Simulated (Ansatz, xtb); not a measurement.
**Ligand exchange: CHF3 + B(SH)3 → CHF3S + BH(SH)2**

Species: CHF3 (trifluoromethane) `FC(F)F`, singlet; B(SH)3, singlet; CHF3S (trifluoromethanethiol) `FC(F)(F)S`, singlet; BH(SH)2, singlet. The partners trade H for SH: C–H and B–SH bonds give way to C–SH and B–H.

Shapes, held fixed at every level: PBE0-D4/def2-TZVP. Flexible molecules stand in one conformer, not always the lowest. Programs: Ansatz 0.2.0, xtb 6.7.1. The zero-point and thermal change to 298 K, harmonic and unscaled (PBE0-D4/def2-TZVP), is -8.0 kJ/mol.

Task: Estimate ΔH(298 K) of this reaction.

Result: The highest level, CCSD(T)/CBS estimate, gives ΔH(298 K) = +109.6 kJ/mol; the levels span +98.8 to +125.6. The column of differences is taken from that level and isn't an error. No measured value is set beside it here. The CBS estimate extrapolates MP2 from def2-TZVPP and def2-QZVPP and adds CCSD(T) − MP2 in the triple-zeta set, cores frozen.

```json
{"level": "GFN1-xTB", "kind": "semi-empirical", "ΔH(298 K) (kJ/mol)": "+125.6", "less CCSD(T)/CBS estimate": "+16.0"}
{"level": "SPW92/def2-TZVPP", "kind": "LDA", "ΔH(298 K) (kJ/mol)": "+98.8", "less CCSD(T)/CBS estimate": "-10.8"}
{"level": "B3LYP-D4/def2-TZVPP", "kind": "global hybrid", "ΔH(298 K) (kJ/mol)": "+105.7", "less CCSD(T)/CBS estimate": "-3.9"}
{"level": "BHLYP-D4/def2-TZVPP", "kind": "global hybrid", "ΔH(298 K) (kJ/mol)": "+110.4", "less CCSD(T)/CBS estimate": "+0.8"}
{"level": "wB97X-V/def2-TZVPP", "kind": "range-separated hybrid", "ΔH(298 K) (kJ/mol)": "+101.1", "less CCSD(T)/CBS estimate": "-8.5"}
{"level": "MP2/def2-SVP", "kind": "perturbation theory", "ΔH(298 K) (kJ/mol)": "+117.6", "less CCSD(T)/CBS estimate": "+8.0"}
{"level": "CCSD(T)/def2-SVP", "kind": "coupled cluster or CI", "ΔH(298 K) (kJ/mol)": "+109.9", "less CCSD(T)/CBS estimate": "+0.3"}
{"level": "CCSD(T)/def2-TZVPP", "kind": "coupled cluster or CI", "ΔH(298 K) (kJ/mol)": "+110.2", "less CCSD(T)/CBS estimate": "+0.6"}
{"level": "CCSD(T)/CBS estimate", "kind": "coupled cluster or CI", "ΔH(298 K) (kJ/mol)": "+109.6", "less CCSD(T)/CBS estimate": "0.0"}
```
